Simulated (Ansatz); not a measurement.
**BN under changes of volume**

One of the cells (8.967 Å³/atom); the others are scaled copies at fixed shape and fractional positions:

```xyz
4
Lattice="2.4982 0.0000 0.0000 -1.2491 2.1635 0.0000 0.0000 0.0000 6.6357" Properties=species:S:1:pos:R:3 pbc="T T T"
N     1.2491    0.7212    1.6589
N     0.0000    1.4424    4.9768
B     1.2491    0.7212    4.9768
B     0.0000    1.4424    1.6589
```

- Program: Ansatz 0.2.0
- Functional: PBE
- Potentials or basis: all-electron LAPW, scalar-relativistic
- Cutoff: 526 eV (chosen from the basis error)
- Basis error allowed: 0.001 eV/atom
- k mesh: 12 × 12 × 4
- Occupations: fermi-dirac, width 0.05 eV
- Spin: no spin polarisation

| volume (Å³/atom) | energy over the lowest point (meV/atom) | pressure (GPa) | gap on the mesh (eV) |
| --- | --- | --- | --- |
| 8.429 | ? | ? | ? |
| 8.608 | 26.26 | 16.2 | 4.33 |
| 8.787 | 11.45 | 10.4 | 4.31 |
| 8.967 | 2.88 | 5.0 | 4.29 |
| 9.146 | 0.00 | 0.2 | 4.26 |
| 9.325 | 2.32 | -4.3 | 4.24 |
| 9.505 | 9.41 | -8.3 | 4.22 |

Problem. What does the run at 8.429 Å³/atom give?

Solution. Energy over the lowest point 47.89 meV/atom; pressure 22.6 GPa; gap on the mesh 4.35 eV.

Worked out: A Birch-Murnaghan fit of order 3 (a polynomial in V^(-2/3)) to the other rows has its minimum at 9.15 Å³/atom with B0 = V·E''(V) = 236 GPa and B' = 3.7 at fixed shape and positions, which overstates the stiffness. It gives 47.89 meV/atom at 8.429 Å³/atom, against the run's 47.89, and -dE/dV = 22.6 GPa, against 22.6. A straight line through the other rows of the gap, of slope -1.14 eV per unit of ln V, extrapolates to 4.36 eV, against the run's 4.35.

Energies are extrapolated to zero smearing.

Caveats: this functional lacks dispersion, which binds the layers, so the pressure and a relaxed spacing across them are unreliable.

A mesh can miss the band edges.
